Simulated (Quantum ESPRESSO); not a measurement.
A run of Quantum ESPRESSO 7.5:

File pw.in:

```
&CONTROL
  calculation = 'scf'
  prefix = 'pwscf'
  outdir = './tmp'
  pseudo_dir = './pseudo'
  tprnfor = .true.
  tstress = .true.
  disk_io = 'low'
/
&SYSTEM
  ibrav = 0
  nat = 2
  ntyp = 2
  ecutwfc = 86
  nbnd = 22
  input_dft = 'blyp'
  occupations = 'smearing'
  smearing = 'fd'
  degauss = 0.00367493
/
&ELECTRONS
  conv_thr = 4d-10
  electron_maxstep = 120
  mixing_beta = 0.5
/
ATOMIC_SPECIES
Pb   207.2000 Pb.upf
Se    78.9710 Se.upf
CELL_PARAMETERS angstrom
   0.0000000000    3.0606500000    3.0606500000
   3.0606500000    0.0000000000    3.0606500000
   3.0606500000    3.0606500000    0.0000000000
ATOMIC_POSITIONS crystal
Pb     0.0000000000    0.0000000000    0.0000000000
Se     0.5000000000    0.5000000000    0.5000000000
K_POINTS automatic
6 6 6 1 1 1
```

relax.in

```
&CONTROL
  calculation = 'vc-relax'
  prefix = 'pwscf'
  outdir = './tmp'
  pseudo_dir = './pseudo'
  tprnfor = .true.
  tstress = .true.
  disk_io = 'low'
  nstep = 40
  forc_conv_thr = 0.0001
  etot_conv_thr = 1d-06
/
&SYSTEM
  ibrav = 0
  nat = 2
  ntyp = 2
  ecutwfc = 86
  nbnd = 22
  input_dft = 'blyp'
  occupations = 'smearing'
  smearing = 'fd'
  degauss = 0.00367493
/
&ELECTRONS
  conv_thr = 4d-10
  electron_maxstep = 120
  mixing_beta = 0.5
/
&IONS
  ion_dynamics = 'bfgs'
/
&CELL
  cell_dynamics = 'bfgs'
  press = 0
  press_conv_thr = 0.2
/
ATOMIC_SPECIES
Pb   207.2000 Pb.upf
Se    78.9710 Se.upf
CELL_PARAMETERS angstrom
   0.0000000000    3.0606500000    3.0606500000
   3.0606500000    0.0000000000    3.0606500000
   3.0606500000    3.0606500000    0.0000000000
ATOMIC_POSITIONS crystal
Pb     0.0000000000    0.0000000000    0.0000000000
Se     0.5000000000    0.5000000000    0.5000000000
K_POINTS automatic
6 6 6 1 1 1
```

Contents of scf2.in:

```
&CONTROL
  calculation = 'scf'
  prefix = 'pwscf'
  outdir = './tmp'
  pseudo_dir = './pseudo'
  tprnfor = .true.
  tstress = .true.
  disk_io = 'low'
/
&SYSTEM
  ibrav = 0
  nat = 2
  ntyp = 2
  ecutwfc = 86
  nbnd = 22
  input_dft = 'blyp'
  occupations = 'fixed'
/
&ELECTRONS
  conv_thr = 1d-13
  electron_maxstep = 120
  mixing_beta = 0.5
  startingpot = 'file'
  startingwfc = 'file'
/
ATOMIC_SPECIES
Pb   207.2000 Pb.upf
Se    78.9710 Se.upf
CELL_PARAMETERS angstrom
   0.0000000000    3.1729466761    3.1729466761
   3.1729466761    0.0000000000    3.1729466761
   3.1729466761    3.1729466761    0.0000000000
ATOMIC_POSITIONS crystal
Pb     0.0000000000    0.0000000000    0.0000000000
Se     0.5000000000    0.5000000000    0.5000000000
K_POINTS automatic
6 6 6 1 1 1
```

Contents of ph.in:

```
phonons of PbSe
&INPUTPH
  prefix = 'pwscf'
  outdir = './tmp'
  tr2_ph = 1d-16
  fildyn = 'dyn'
  niter_ph = 60
  alpha_mix(1) = 0.7
  epsil = .true.
/
0.0000000000 0.0000000000 0.0000000000
```

Contents of dynmat.in:

```
&INPUT
  fildyn = 'dyn'
  asr = 'crystal'
  lperm = .true.
  filout = 'dynmat.disp'
  fileig = 'dynmat.eig'
/
```

Contents of dynmat_lo.in:

```
&INPUT
  fildyn = 'dyn'
  asr = 'crystal'
  filout = 'dynmat_lo.disp'
  fileig = 'dynmat_lo.eig'
  q(1) = 0
  q(2) = 0
  q(3) = 1
/
```

Potentials or basis: PseudoDojo 0.4.1 SR PBE standard.

Launch:

```console
$ OMP_NUM_THREADS=1 pw.x -in pw.in > pw.out
$ OMP_NUM_THREADS=1 pw.x -in relax.in > relax.out
$ OMP_NUM_THREADS=1 pw.x -in scf2.in > scf2.out
$ OMP_NUM_THREADS=1 ph.x -in ph.in > ph.out
$ OMP_NUM_THREADS=1 dynmat.x -in dynmat.in > dynmat.out
$ OMP_NUM_THREADS=1 dynmat.x -in dynmat_lo.in > dynmat_lo.out
```

Hardware: 1 thread of Arm Neoverse V1 (shared host).

Q: How long does it take, and how much memory?

A: Wall time 47 min on 1 thread of Arm Neoverse V1 (shared host), peak memory 0.15 GiB. Counts: scf iterations 69, k pools 1, bands 22, ion steps 6, k points 28, g dense 41655.
